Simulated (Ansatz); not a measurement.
input.yaml (Ansatz)

```yaml
crystal:
  lattice:
    - [3.3862066493, 0.0, 0.0]
    - [-1.6931033246, 2.9325409807, 0.0]
    - [0.0, 0.0, 10.9986723431]
  atoms:
    - { symbol: In, position: [0.0, 0.0, 0.0] }
    - { symbol: In, position: [0.0, 0.0, 0.5] }
    - { symbol: In, position: [0.3333333333, 0.6666666667, 0.25] }
    - { symbol: In, position: [0.6666666667, 0.3333333333, 0.75] }
hamiltonian:
  xc: revpbe
  pseudopotentials:
    kind: paw
    azcp:
      In: "pseudopotentials/In.paw.azcp"
basis:
  ecutwfc: 420
  fft_grid_basis: typed
kpoints:
  mp_grid: { grid: [12, 12, 4], shift: [0, 0, 0] }
magnetization:
  spin_polarized: false
scf:
  occupations: { method: fermi_dirac, width: 0.1 }
  lower_state_search: "off"
output:
  stress: true
```

and its output:

```
Engine: ansatz 0.2.0, aarch64-unknown-linux-gnu
Pseudopotentials: kind: paw
Pseudopotential: In, paw, valence charge 13, recommended cutoff 420 eV (normal) 
Functional definition: revPBE
  parameter kappa = 1.245
  parameter beta = 0.06672455060314922
  exchange = pbe_x(kappa = kappa, mu = beta*pi^2/3)
  correlation = pbe_c(beta = beta)
Crystal: 4 atoms, lattice volume = 109.219 Å³
Basis set: ecut = 420 eV, 2137 PW (Γ)
Bands: 30, of which v1, the nominal top of the filled ones, is band 26 counted from 1 (25 counted from 0)
Symmetry: 24 space group operations
Space group: P63/mmc (ITA 194), of the structure as read, at distance tolerance 4.8e-5 Å
k-points: 57 of 576
Non-local potential: In, projectors of the file, l = 0: 2, l = 1: 2, l = 2: 2, l = 3: 2
PAW form: soft (Blöchl's): semilocal exchange-correlation on the pseudo side does not see the compensation charge
PAW frozen core: In, regenerated for the run's functional, and the local potential with it (the file was generated under x = pbe(κ = 0.804, μ = 0.2195149727645171), c = pbe(β = 0.06672455060314922))
PAW one-centre angular grid: In, 590 points (default); XC on 64 Gauss nodes
Initial density: superposition of atomic densities (neutral atoms: chi_scale 0, normalization atom), corrected by the library's trained network
Initial wavefunctions: pseudopotential atomic-orbital guess
Functional: x = revpbe(κ = 1.245, μ = 0.2195149727645171), c = pbe(β = 0.06672455060314922)
SCF iter   1: F=—  HF=-22415.374921 eV  |F-HF|=—  |Δ(HF+E_count)|=         —  Δρ=3.33e-3  dr2=6.79e-3  ethr=1.77e-3  ⟨swp⟩=6.7  Hψ=15198  notcnv=0  defer=10
automatic band count: the SCF goes on with 34 bands, as 30 were too few: the levels above may hold too much charge
SCF iter   2: F=—  HF=-22415.370805 eV  |F-HF|=—  |Δ(HF+E_count)|=   4.12e-3  Δρ=1.23e-3  dr2=1.39e-3  ethr=1.31e-5  ⟨swp⟩=2.0  Hψ=3585  notcnv=0  defer=13
SCF iter   3: F=—  HF=-22415.370891 eV  |F-HF|=—  |Δ(HF+E_count)|=   8.61e-5  Δρ=5.80e-4  dr2=3.72e-4  ethr=2.67e-6  ⟨swp⟩=1.0  Hψ=1883  notcnv=0  defer=13
SCF iter   4: F=—  HF=-22415.370925 eV  |F-HF|=—  |Δ(HF+E_count)|=   3.40e-5  Δρ=9.76e-5  dr2=2.19e-5  ethr=7.16e-7  ⟨swp⟩=2.0  Hψ=2106  notcnv=0  defer=13
SCF iter   5: F=—  HF=-22415.370931 eV  |F-HF|=—  |Δ(HF+E_count)|=   6.44e-6  Δρ=3.89e-5  dr2=1.22e-6  ethr=4.21e-8  ⟨swp⟩=2.0  Hψ=2233  notcnv=0  defer=13
SCF iter   6: F=-22415.370931 eV  HF=-22415.370931 eV  |F-HF|=3.02e-8  |Δ(HF+E_count)|=   2.62e-7  Δρ=7.44e-6  dr2=5.38e-8  ethr=1.92e-10  ⟨swp⟩=3.1  Hψ=7403  notcnv=0
SCF 1 converged in 6 iterations: F = -22415.370931 eV  dr2 = 5.38e-8
SCF converged after 6 iterations
Free energy (F): -22415.370931 eV
Harris-Foulkes:  -22415.370931 eV  (|F-HF|=3.02e-8)
Internal energy: -22415.313845 eV  (E = F + TS)
E sigma→0 (E₀):  -22415.342388 eV
Entropy (-TS):   -0.057086 eV (-14.271 meV/atom)
Fermi energy:    9.757832 eV
--- Per-component energies (eV) ---
  E_band       = -118.288681
  E_kinetic    = 963.192979
  E_local      = -4403.430229  (includes V_loc(G=0)·N_el)
  E_nonlocal   = 1463.525112
  E_hartree    = 1725.694170
  E_xc         = -864.369932
  E_vxc        = -397.270129  (∫ρ·V_xc dr)
  E_paw        = -16631.900183  (= ΣΔE_a)
  E_vpaw       = -1195.679897  (= ΣTr[D̂ρ^β])
  E_aug_tail   = 0.000101  (compensation charges beyond the density's cutoff)
  E_ewald      = -4668.219152
  E_core_change = 0.193287  (= ΣΔE_core)
  E_smearing   = -0.057086  (= −TS)
  E_closure    = -0.000000  (closes the sum)
  Σ components = -22415.370931   (vs F -22415.370931, Δ=0.00e0)
--- Stress (GPa, compression-positive) ---
        1.413848      -0.000000      -0.000000
        0.000000       1.413848       0.000000
       -0.000000       0.000000       1.493908
  P = ⅓ Tr σ = 1.4405 GPa (14.405 kbar)
```
